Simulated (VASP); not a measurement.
# SnO2 (Cassiterite) (P4_2/mnm) in VASP: further runs, part 2 of 2

VASP 6.6.1. The steps go on from the part before.

## Step 4: Relaxation of cell and atoms, BLYP+D4

The input, INCAR:

```
PREC = Accurate
ENCUT = 600
EDIFF = 1E-6
ISMEAR = -1
SIGMA = 0.05
LREAL = False
LASPH = True
NELM = 100
ALGO = Normal
ISIF = 3
LWAVE = False
LCHARG = False
GGA = B5
ALDAX = 1.0
AGGAX = 1.0
AGGAC = 1.0
ALDAC = 0.0
IVDW = 13
VDW_S6 = 1.0
VDW_S8 = 2.34076671
VDW_A1 = 0.44488865
VDW_A2 = 4.0933009
IBRION = 2
NSW = 60
EDIFFG = -0.01
```

The input, KPOINTS:

```
Automatic mesh
0
Gamma
  6 6 8
```

The input, POSCAR:

```
SnO2
1.0
    4.7380000000      0.0000000000      0.0000000000
    0.0000000000      4.7380000000      0.0000000000
    0.0000000000      0.0000000000      3.1865000000
Sn O
2 4
Direct
    0.5000000000      0.5000000000      0.5000000000
    0.0000000000      0.0000000000      0.0000000000
    0.8071000000      0.1929000000      0.5000000000
    0.6929000000      0.6929000000      0.0000000000
    0.1929000000      0.8071000000      0.5000000000
    0.3071000000      0.3071000000      0.0000000000
```

Launch:

```
> cat potpaw_PBE.64/Sn_d/POTCAR potpaw_PBE.64/O/POTCAR > POTCAR
> mpirun -np 1 vasp_std > vasp.out
```

Wall time 6.2 min (1 thread of Intel Xeon Platinum 8488C (Sapphire Rapids), shared host); peak memory 0.28 GiB.

The run converged. Its results:

| Item | Value |
| --- | --- |
| Free energy | -37.7561 eV |
| Relaxed volume | 12.51 Å³/atom |
| Relaxed cell | a = 4.803 Å, b = 4.803 Å, c = 3.254 Å, α = 90.00°, β = 90.00°, γ = 90.00° |
| Space group after relaxing (to 0.05 Å) | P4_2/mnm (No. 136) |
| Energy gained by relaxing | 20.3 meV/atom |
| Ionic steps | 4 |
| Pressure after relaxing | 0.1 GPa |
| Largest force after relaxing | 0.008 eV/Å |
| Band gap on the k mesh | 0.75 eV, direct |
| Dispersion energy per atom | -0.488 eV |

Forces in eV/Å, atoms in the order of the input:
```
Sn   0.000  0.000  0.000
Sn   0.000  0.000  0.000
O    0.005 -0.005  0.000
O   -0.005 -0.005  0.000
O   -0.005  0.005  0.000
O    0.005  0.005  0.000
```

Stress tensor (GPa, compression positive):
```
 0.10  0.00  0.00
 0.00  0.10  0.00
 0.00  0.00 -0.04
```

The path:
```tsv
step	energy change (eV)	largest force (eV/Å)	pressure (GPa)	volume (Å³)
1	0.0000	0.3906	10.57	71.53
2	0.0619	0.3533	-10.25	79.98
3	-0.1220	0.0146	-0.15	75.12
4	-0.1220	0.0076	0.05	75.05
```

Final structure:
```cif
data_structure
_symmetry_space_group_name_H-M 'P 1'
_symmetry_Int_Tables_number 1
_cell_length_a 4.8027
_cell_length_b 4.8027
_cell_length_c 3.2536
_cell_angle_alpha 90.000
_cell_angle_beta 90.000
_cell_angle_gamma 90.000
_cell_volume 75.05
loop_
_atom_site_label
_atom_site_type_symbol
_atom_site_fract_x
_atom_site_fract_y
_atom_site_fract_z
_atom_site_occupancy
Sn1 Sn 0.50000 0.50000 0.50000 1
Sn2 Sn 0.00000 0.00000 0.00000 1
O1 O 0.80585 0.19415 0.50000 1
O2 O 0.69415 0.69415 0.00000 1
O3 O 0.19415 0.80585 0.50000 1
O4 O 0.30585 0.30585 0.00000 1
```

Levels at points of the mesh, in eV from the valence-band top:
```
           k point  band 22  band 23  band 24  band 25  band 26  band 27  band 28  band 29  band 30  band 31
(0.00, 0.00, 0.00)    -1.24    -1.24    -0.72    -0.72     0.00     0.75     5.71     6.16     6.16    10.10
(0.50, 0.00, 0.00)    -1.87    -1.19    -1.19    -0.58    -0.58     3.95     3.95     6.89     6.89    10.62
(0.50, 0.50, 0.00)    -1.87    -1.31    -1.31    -0.83    -0.83     4.32     4.32     7.25     7.25    10.68
(0.00, 0.00, 0.50)    -2.55    -1.52    -1.52    -1.16    -1.16     5.60     5.60     9.59     9.59    10.32
(0.50, 0.00, 0.50)    -1.63    -1.00    -1.00    -0.71    -0.71     5.87     5.87     7.86     7.86    10.57
(0.50, 0.50, 0.50)    -2.30    -0.89    -0.89    -0.76    -0.76     4.41     4.41     8.82     8.82    10.58
```

Caveat: the PAW data sets were made with another functional, which shifts forces and pressure a little; spin-orbit coupling is left out, which moves the levels of the heavy elements. Zero-point motion and thermal expansion aren't in these numbers.

## Step 5: Single point, LDA

The input, INCAR:

```
PREC = Accurate
ENCUT = 500
EDIFF = 1E-7
ISMEAR = 0
SIGMA = 0.05
LREAL = False
LASPH = True
NELM = 100
ALGO = Normal
ISIF = 2
LWAVE = False
LCHARG = False
GGA = CA
NBANDS = 35
ADDGRID = False
```

The input, KPOINTS:

```
regular mesh
0
Gamma
  4 4 6
```

The input, POSCAR:

```
SnO2
1.0
    4.7380000000      0.0000000000      0.0000000000
    0.0000000000      4.7380000000      0.0000000000
    0.0000000000      0.0000000000      3.1865000000
Sn O
2 4
Direct
    0.5083380000      0.5032920000      0.5086530000
   -0.0051220000      0.0135540000     -0.0007820000
    0.8109230000      0.1826710000      0.5004320000
    0.6982190000      0.6813010000      0.0618330000
    0.2015220000      0.8103230000      0.4933280000
    0.2970720000      0.3208310000      0.0016070000
```

Potentials or basis: VASP PAW LDA potentials, release 64 (Sn_d, O).

Launch:

```
> cat potpaw_LDA.64/Sn_d/POTCAR potpaw_LDA.64/O/POTCAR > POTCAR
> mpirun -np 1 vasp_std > vasp.out
```

OUTCAR:

```text
PREC = Accurate
   ENCUT = 500
   EDIFF = 1E-7
   ISMEAR = 0
   LREAL = False
   LASPH = True
   NELM = 100
   ISIF = 2
   GGA = CA

 Found     52 irreducible k-points:

 Following reciprocal coordinates:
            Coordinates               Weight
  0.000000  0.000000  0.000000      1.000000
  0.250000  0.000000  0.000000      2.000000
  0.000000  0.250000  0.000000      2.000000
  0.500000  0.000000  0.000000      1.000000
  0.000000  0.500000  0.000000      1.000000
  0.250000  0.250000  0.000000      2.000000
   k-points           NKPTS =     52   k-points in BZ     NKDIM =     52   number of bands    NBANDS=     35
   number of dos      NEDOS =    301   number of ions     NIONS =      6
   total plane-waves  NPLWV =  31104
   dimension x,y,z NGX =    36 NGY =   36 NGZ =   24
   dimension x,y,z NGXF=    72 NGYF=   72 NGZF=   48
   ions per type =               2   4
   NGX,Y,Z   is equivalent  to a cutoff of  12.63, 12.63, 12.52 a.u.
   NGXF,Y,Z  is equivalent  to a cutoff of  25.26, 25.26, 25.04 a.u.
 SYSTEM =  unknown system
   PREC   = accura    normal or accurate (medium, high low for compatibility)
   ISTART =      0    job   : 0-new  1-cont  2-samecut
   ICHARG =      2    charge: 1-file 2-atom 10-const
   ISPIN  =      1    spin polarized calculation?
   LNONCOLLINEAR =      F non collinear calculations
   LSORBIT =      F    spin-orbit coupling
   LASPH  =      T    aspherical Exc in radial PAW
   ENCUT  =  500.0 eV  36.75 Ry    6.06 a.u.   8.64  8.64  5.81*2*pi/ulx,y,z
   NELM   =    100;   NELMIN=  2; NELMDL= -5     # of ELM steps
   EDIFF  = 0.1E-06   stopping-criterion for ELM
   LREAL  =      F    real-space projection
   EDIFFG = 0.1E-05   stopping-criterion for IOM
   NSW    =      0    number of steps for IOM
   IBRION =     -1    ionic relax: 0-MD 1-quasi-New 2-CG
   NFREE  =      0    steps in history (QN), initial steepest desc. (CG)
   ISIF   =      2    stress and relaxation
   ISYM   =      2    0-nonsym 1-usesym 2-fastsym
   POTIM  = 0.5000    time-step for ionic-motion
   TEBEG  =    0.0;   TEEND  =   0.0 temperature during run
   PSTRESS=    0.0 pullay stress
   NELECT =      52.0000    total number of electrons
   NUPDOWN=      -1.0000    fix difference up-down
   EMIN   =  10.00;   EMAX   =-10.00  energy-range for DOS
   EFERMI =   0.00;   METHOD = LEGACY
   ISMEAR =     0;   SIGMA  =   0.05  broadening in eV -4-tet -1-fermi 0-gaus
   EFERMI_NEDOS =   21; number of points for ismear=-14 and -15
   IALGO  =     38    algorithm
   IMIX   =      4    mixing-type and parameters
     AMIX     =   0.40;   BMIX     =  1.00
     AMIX_MAG =   1.60;   BMIX_MAG =  1.00
  volume/ion in A,a.u.               =      11.92        80.45
  Fermi-wavevector in a.u.,A,eV,Ry     =   1.472000  2.781677 29.480903  2.166785
  Thomas-Fermi vector in A             =   2.587068
   LORBIT       =      0    0 simple, 1 ext, 2 COOP (PROOUT), +10 PAW based schemes
   GGA     = CA    functional components
   LHFCALC =     F    Hartree Fock is set to
   AEXX    =    0.0000 exact exchange contribution
   IVDW    =     0    specifies the selected vdW correction
   LEPSILON=     F    determine dielectric tensor
   LRPA    =     F    only Hartree local field effects (RPA)
 non-spin polarized calculation
 Gauss-broadening in eV      SIGMA  =   0.05
  energy-cutoff  :      500.00
  volume of cell :       71.53
 maximum number of plane-waves:      1841
 NGX is ok and might be reduce to    36
   NGX = 17   NGY = 17   NGZ = 11

 number of electron      51.9999999 magnetization

 Free energy of the ion-electron system (eV)
  ---------------------------------------------------
  ext. energy  EPLUGINS =         0.00000000
  ---------------------------------------------------
  free energy    TOTEN  =       -41.83067734 eV

  energy without entropy =      -41.83067734  energy(sigma->0) =      -41.83067734

 E-fermi :   6.2645     XC(G=0): -11.7927

 val. band max:        5.9669225893   @ k =   0.0000   0.0000   0.0000
 cond. band min:       7.0604650014   @ k =   0.0000   0.0000   0.0000
 fundamental gap:      1.0935424121
 Fermi energy:         6.2644840768

 k-point     1 :       0.0000    0.0000    0.0000
  band No.  band energies     occupation
      1     -15.2102      2.00000
      2     -14.5731      2.00000
      3     -14.1439      2.00000
      4     -14.1317      2.00000
      5     -14.1111      2.00000
      6     -13.9740      2.00000
[... 27 lines left out ...]
     34      17.7139      0.00000
     35      18.1064      0.00000
[... 159 lines left out ...]
      5     -14.1013      2.00000
      6     -14.0395      2.00000
[... 27 lines left out ...]
     34      17.8093      0.00000
     35      18.1277      0.00000

 [... further k-points ...]
[... 5 lines left out ...]
  --------------------------------------------------------------------------------------
  -------------------------------------------------------------------------------------
  Total        0.8063023      0.7335489      2.5056501      0.3750747     -1.5193651     -1.4962268
  in kB       18.0594465     16.4299273     56.1212039      8.4008702    -34.0305274    -33.5122790
  external PRESSURE =      30.2035259 kB  Pullay stress =       0.0000000 kB

 VOLUME and BASIS-vectors are now :
 -----------------------------------------------------------------------------
  energy-cutoff  :      500.00
  volume of cell :       71.53
      direct lattice vectors                 reciprocal lattice vectors
     4.738000000  0.000000000  0.000000000     0.211059519  0.000000000  0.000000000
     0.000000000  4.738000000  0.000000000     0.000000000  0.211059519  0.000000000
     0.000000000  0.000000000  3.186500000     0.000000000  0.000000000  0.313823945

 POSITION                                       TOTAL-FORCE (eV/Angst)
 -----------------------------------------------------------------------------------
      2.40851      2.38460      1.62082        -1.682471     -0.764838      2.129339
      4.71373      0.06422      3.18401         1.484205     -1.873922      0.056064
      3.84215      0.86550      1.59463        -1.303808      1.037728      0.297856
      3.30816      3.22800      0.19703         1.524459      1.388208     -3.067989
      0.95481      3.83931      1.57199        -0.341326      0.423076      0.542201
      1.40753      1.52010      0.00512         0.318941     -0.210252      0.042529
 -----------------------------------------------------------------------------------
    total drift:                                0.000309      0.000773     -0.000204

  FREE ENERGIE OF THE ION-ELECTRON SYSTEM (eV)
  ---------------------------------------------------
  free  energy   TOTEN  =       -41.8306773429 eV

  energy  without entropy=      -41.8306773429  energy(sigma->0) =      -41.83067734
```

OSZICAR:

```text
N       E                     dE             d eps       ncg     rms          rms(c)
DAV:   1     0.635705870854E+03    0.63571E+03   -0.24868E+04  3982   0.228E+03
DAV:   2     0.555419877749E+02   -0.58016E+03   -0.54463E+03  3856   0.609E+02
DAV:   3    -0.428743383417E+02   -0.98416E+02   -0.96145E+02  3953   0.209E+02
DAV:   4    -0.480172553807E+02   -0.51429E+01   -0.51065E+01  4590   0.520E+01
DAV:   5    -0.481503616568E+02   -0.13311E+00   -0.13289E+00  4541   0.885E+00    0.160E+01
DAV:   6    -0.418938009583E+02    0.62566E+01   -0.17323E+01  5860   0.663E+01    0.648E+00
DAV:   7    -0.419286851160E+02   -0.34884E-01   -0.21281E+00  4164   0.821E+00    0.325E+00
DAV:   8    -0.418461475246E+02    0.82538E-01   -0.23171E-01  5700   0.458E+00    0.759E-01
DAV:   9    -0.418304501256E+02    0.15697E-01   -0.35027E-02  5898   0.319E+00    0.124E-01
DAV:  10    -0.418306789047E+02   -0.22878E-03   -0.36932E-03  4007   0.418E-01    0.811E-02
DAV:  11    -0.418306754296E+02    0.34751E-05   -0.18822E-04  4890   0.953E-02    0.287E-02
DAV:  12    -0.418306783278E+02   -0.28982E-05   -0.19483E-05  4878   0.336E-02    0.123E-02
DAV:  13    -0.418306774522E+02    0.87559E-06   -0.30783E-06  5639   0.194E-02    0.647E-03
DAV:  14    -0.418306773774E+02    0.74774E-07   -0.10136E-06  4991   0.124E-02    0.155E-03
DAV:  15    -0.418306773429E+02    0.34480E-07   -0.14340E-07  2551   0.439E-03
   1 F= -.41830677E+02 E0= -.41830677E+02  d E =-.122084E-18
```

Wall time 56 s (1 thread of Intel Xeon Platinum 8488C (Sapphire Rapids), shared host); peak memory 0.21 GiB.

These settings aren't checked as converged: the numbers below hold their error.

Results:

| Quantity | Value |
| --- | --- |
| Free energy | -41.8307 eV |
| Pressure | 3.0 GPa |
| Largest force | 3.696 eV/Å |
| Band gap on the k mesh | 1.09 eV, direct |

Caveat: spin-orbit coupling is left out, which moves the levels of the heavy elements.

## Step 6: For comparison

An earlier run on the cell as given: functional PBEsol; potentials or basis VASP PAW PBE potentials, release 64 (Sn_d, O); cutoff 520 eV; k mesh 6 × 6 × 8; occupations fermi-dirac, width 0.05 eV; no spin polarisation.

- Pressure: 5.4 GPa
- Largest force: 0.229 eV/Å
- Band gap on the k mesh: 1.18 eV, direct

## Step 7: The runs side by side

| task | level | cell | cutoff (eV) | ladder | gap on the mesh (eV) | pressure (GPa) | relaxed volume (Å³/atom) | largest force (eV/Å) |
| --- | --- | --- | --- | --- | --- | --- | --- | --- |
| relaxation of cell and atoms | BLYP+D3 | relaxed | 600 | - | 0.63 | 0.0 | 12.68 | - |
| relaxation of cell and atoms | BLYP+D3(BJ) | relaxed | 600 | - | 0.73 | 0.0 | 12.53 | - |
| relaxation of cell and atoms | BLYP+D4 | relaxed | 600 | - | 0.75 | 0.1 | 12.51 | 0.01 |
| single point | PBEsol | as given | 520 | free | 1.18 | 5.4 | - | 0.23 |

Alike in all rows: potentials or basis VASP PAW PBE potentials, release 64 (Sn_d, O); no spin polarisation; k mesh 6 × 6 × 8; smearing fermi-dirac 0.05 eV.

Caveats: the PAW data sets were made with another functional, which shifts forces and pressure a little; spin-orbit coupling is left out, which moves the levels of the heavy elements.

Absolute energies hang on the potentials; compare differences alone.
